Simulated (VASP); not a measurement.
# C (Fd-3m) in VASP: relaxation of cell and atoms with PBE

Aim: the relaxation of cell and atoms of C with PBE.

Program: VASP 6.6.1. These are calculated values, not measurements. Logs are shortened: lines on timing, memory, paths and dates and some standing lists are left out, and cuts for length are marked.

**1. The crystal as given**

The structure is cubic, space group Fd-3m (No. 227). The conventional cell has a = 3.567 Å, b = 3.567 Å, c = 3.567 Å, α = 90.00°, β = 90.00°, γ = 90.00°. C (site symmetry -43m) has 4 C at 1.54 Å as nearest neighbours.

This isn't the form of C at room conditions, which is graphite.

**2. Relaxation of cell and atoms, PBE**

The input, INCAR:

```
SYSTEM = C
ALGO = Fast
EDIFF = 1E-7
EDIFFG = -0.004
ENCUT = 600
GGA = PE
IBRION = 2
ISIF = 3
ISMEAR = 0
LASPH = .True.
LCHARG = .False.
LREAL = .False.
LWAVE = .False.
NELM = 100
NSW = 80
PREC = Accurate
SIGMA = 0.02
```

The input, KPOINTS:

```
k-points
0
Gamma
  12 12 12
  0 0 0
```

The input, POSCAR:

```
C
1.0
    0.0000000000      1.7833700000      1.7833700000
    1.7833700000      0.0000000000      1.7833700000
    1.7833700000      1.7833700000      0.0000000000
C
2
Direct
    0.0000000000      0.0000000000      0.0000000000
    0.2500000000      0.2500000000      0.2500000000
```

Potentials or basis: VASP PAW PBE potentials, release 64 (C).

Run with:

```sh
> cat potpaw_PBE.64/C/POTCAR > POTCAR
> mpirun -np 1 vasp_std > vasp.out
```

OUTCAR:

```text
SYSTEM = C
   EDIFF = 1E-7
   EDIFFG = -0.004
   ENCUT = 600
   GGA = PE
   IBRION = 2
   ISIF = 3
   ISMEAR = 0
   LASPH = .True.
   LREAL = .False.
   NELM = 100
   NSW = 80
   PREC = Accurate

 ion  position               nearest neighbor table
   1  0.000  0.000  0.000-   2 1.54   2 1.54   2 1.54   2 1.54
   2  0.250  0.250  0.250-   1 1.54   1 1.54   1 1.54   1 1.54

  LATTYP: Found a face centered cubic cell.
 ALAT       =     3.5667400000

  Lattice vectors:

 A1 = (   0.0000000000,   1.7833700000,   1.7833700000)
 A2 = (   1.7833700000,   0.0000000000,   1.7833700000)
 A3 = (   1.7833700000,   1.7833700000,   0.0000000000)

Analysis of symmetry for initial positions (statically):
=====================================================================
 Subroutine PRICEL returns:
 Original cell was already a primitive cell.

 Routine SETGRP: Setting up the symmetry group for a
 face centered cubic supercell.

 Subroutine GETGRP returns: Found 48 space group operations
 (whereof 24 operations were pure point group operations)
 out of a pool of 48 trial point group operations.

The static configuration has the point symmetry T_d .
 The point group associated with its full space group is O_h .

Analysis of symmetry for dynamics (positions and initial velocities):
=====================================================================
 Subroutine PRICEL returns:
 Original cell was already a primitive cell.

 Routine SETGRP: Setting up the symmetry group for a
 face centered cubic supercell.

 Subroutine GETGRP returns: Found 48 space group operations
 (whereof 24 operations were pure point group operations)
 out of a pool of 48 trial point group operations.

The dynamic configuration has the point symmetry T_d .
 The point group associated with its full space group is O_h .

 Subroutine INISYM returns: Found 48 space group operations
 (whereof 24 operations are pure point group operations),
 and found     1 'primitive' translations

----------------------------------------------------------------------------------------

                                     Primitive cell

  volume of cell :      11.3437

  direct lattice vectors                    reciprocal lattice vectors
     0.000000000  1.783370000  1.783370000    -0.280368067  0.280368067  0.280368067
     1.783370000  0.000000000  1.783370000     0.280368067 -0.280368067  0.280368067
     1.783370000  1.783370000  0.000000000     0.280368067  0.280368067 -0.280368067
[... 97 lines left out ...]
   EMIN   =  10.00;   EMAX   =-10.00  energy-range for DOS
   EFERMI =   0.00;   METHOD = LEGACY
   ISMEAR =     0;   SIGMA  =   0.02  broadening in eV -4-tet -1-fermi 0-gaus
   EFERMI_NEDOS =   21; number of points for ismear=-14 and -15
   IALGO  =     68    algorithm
   IMIX   =      4    mixing-type and parameters
     AMIX     =   0.40;   BMIX     =  1.00
     AMIX_MAG =   1.60;   BMIX_MAG =  1.00
  volume/ion in A,a.u.               =       5.67        38.28
  Fermi-wavevector in a.u.,A,eV,Ry     =   1.457203  2.753714 28.891161  2.123440
  Thomas-Fermi vector in A             =   2.574032
   LORBIT       =      0    0 simple, 1 ext, 2 COOP (PROOUT), +10 PAW based schemes
   GGA     = PE    functional components
   LHFCALC =     F    Hartree Fock is set to
   AEXX    =    0.0000 exact exchange contribution
   IVDW    =     0    specifies the selected vdW correction
   LEPSILON=     F    determine dielectric tensor
   LRPA    =     F    only Hartree local field effects (RPA)
 conjugate gradient relaxation of ions
 non-spin polarized calculation
 RMM-DIIS sequential band-by-band and
 Gauss-broadening in eV      SIGMA  =   0.02
  energy-cutoff  :      600.00
  volume of cell :       11.34
 maximum number of plane-waves:       388
   NGX =  9   NGY =  9   NGZ =  9

--------------------------------------- Ionic step        1  -------------------------------------------

 number of electron       7.9999999 magnetization

 Free energy of the ion-electron system (eV)
  ---------------------------------------------------
  ext. energy  EPLUGINS =         0.00000000
  ---------------------------------------------------
  free energy    TOTEN  =       -18.19008996 eV

  energy without entropy =      -18.19008996  energy(sigma->0) =      -18.19008996

------------------------ aborting loop because EDIFF is reached ----------------------------------------

  FORCE on cell =-STRESS in cart. coord.  units (eV):
  Direction    XX          YY          ZZ          XY          YZ          ZX
  --------------------------------------------------------------------------------------
  -------------------------------------------------------------------------------------
  Total        0.1257713      0.1257713      0.1257713     -0.0000000     -0.0000000     -0.0000000
  in kB       17.7638834     17.7638834     17.7638834     -0.0000000     -0.0000000     -0.0000000
  external PRESSURE =      17.7638834 kB  Pullay stress =       0.0000000 kB
[... 59 lines left out ...]
--------------------------------------- Ionic step        3  -------------------------------------------

 number of electron       7.9999999 magnetization

 Free energy of the ion-electron system (eV)
  ---------------------------------------------------
  ext. energy  EPLUGINS =         0.00000000
  ---------------------------------------------------
  free energy    TOTEN  =       -18.19034460 eV

  energy without entropy =      -18.19034460  energy(sigma->0) =      -18.19034460

 E-fermi :   9.8528     XC(G=0): -13.2303

 val. band max:        9.6696575968   @ k =   0.0000   0.0000   0.0000
 cond. band min:      13.8139899465   @ k =   0.3333   0.3333   0.0000
 fundamental gap:      4.1443323497
 Fermi energy:         9.8528359626

 k-point     1 :       0.0000    0.0000    0.0000
  band No.  band energies     occupation
      1     -11.7521      2.00000
      2       9.6697      2.00000
      3       9.6697      2.00000
      4       9.6697      2.00000
      5      15.2487      0.00000
      6      15.2487      0.00000
      7      15.2487      0.00000
      8      22.9079      0.00000
[... 243 lines left out ...]
 k-point    24 :      -0.4167    0.1667    0.0000
  band No.  band energies     occupation
      1      -5.5929      2.00000
      2      -2.8187      2.00000
      3       4.2127      2.00000
      4       6.0960      2.00000
      5      17.1886      0.00000
      6      19.8734      0.00000
      7      20.8217      0.00000
      8      25.0590      0.00000

 [... further k-points ...]
[... 5 lines left out ...]
  --------------------------------------------------------------------------------------
  -------------------------------------------------------------------------------------
  Total        0.0007330      0.0007330      0.0007330      0.0000000      0.0000000      0.0000000
  in kB        0.1031093      0.1031093      0.1031093      0.0000000      0.0000000      0.0000000
  external PRESSURE =       0.1031093 kB  Pullay stress =       0.0000000 kB
[... 17 lines left out ...]
  FREE ENERGIE OF THE ION-ELECTRON SYSTEM (eV)
  ---------------------------------------------------
  free  energy   TOTEN  =       -18.1903446000 eV

  energy  without entropy=      -18.1903446000  energy(sigma->0) =      -18.19034460

 reached required accuracy - stopping structural energy minimisation
```

OSZICAR:

```text
N       E                     dE             d eps       ncg     rms          rms(c)
DAV:   1     0.324996383684E+01    0.32500E+01   -0.55673E+03  1184   0.111E+03
DAV:   2    -0.186768526490E+02   -0.21927E+02   -0.21222E+02  1768   0.123E+02
[... 20 lines left out ...]
   2 F= -.18189958E+02 E0= -.18189958E+02  d E =0.131815E-03
       N       E                     dE             d eps       ncg     rms          rms(c)
DAV:   1    -0.181904561012E+02   -0.49796E-03   -0.77819E-03  1392   0.919E-01    0.780E-02
RMM:   2    -0.181903753262E+02    0.80775E-04   -0.50383E-05  1152   0.768E-02    0.415E-02
RMM:   3    -0.181903440772E+02    0.31249E-04   -0.61270E-05  1152   0.725E-02    0.501E-03
RMM:   4    -0.181903446016E+02   -0.52436E-06   -0.36475E-06  1152   0.233E-02    0.480E-03
RMM:   5    -0.181903446000E+02    0.16004E-08   -0.32766E-07   990   0.618E-03
   3 F= -.18190345E+02 E0= -.18190345E+02  d E =-.254644E-03
```

Wall time 6.9 s (1 thread of Intel Xeon 6975P-C (Granite Rapids), shared host); peak memory 0.12 GiB.

What came out:

- Free energy: -18.1903 eV
- Relaxed volume: 5.69 Å³/atom
- Relaxed cell: a = 2.525 Å, b = 2.525 Å, c = 2.525 Å, α = 60.00°, β = 60.00°, γ = 60.00°
- Space group after relaxing (to 0.05 Å): Fd-3m (No. 227)
- Energy gained by relaxing: 0.1 meV/atom
- Ionic steps: 3
- Pressure after relaxing: 0.0 GPa
- Band gap on the k mesh: 4.14 eV, indirect (least direct gap 5.58 eV)

Step by step:
| step | energy change (eV) | largest force (eV/Å) | pressure (GPa) | volume (Å³) |
| --- | --- | --- | --- | --- |
| 1 | 0.0000 | 0.0000 | 1.78 | 11.34 |
| 2 | 0.0001 | 0.0000 | -2.15 | 11.45 |
| 3 | -0.0003 | 0.0000 | 0.01 | 11.39 |

Final structure:
```xyz
2
Lattice="0.0000 1.7858 1.7858 1.7858 0.0000 1.7858 1.7858 1.7858 0.0000" Properties=species:S:1:pos:R:3 pbc="T T T"
C     0.0000    0.0000    0.0000
C     0.8929    0.8929    0.8929
```

Levels at points of the mesh, in eV from the valence-band top:
```
           k point  band 1  band 2  band 3  band 4  band 5  band 6  band 7  band 8
(0.00, 0.00, 0.00)  -21.42    0.00    0.00    0.00    5.58    5.58    5.58   13.24
(0.50, 0.00, 0.00)  -15.67  -13.33   -2.79   -2.79    8.44    8.44    8.79   15.66
(0.50, 0.50, 0.00)  -12.74  -12.74   -6.27   -6.27    4.75    4.75   16.74   16.74
```

A k mesh can miss the band edges. PBE usually gives volumes a little too large and moduli too small.
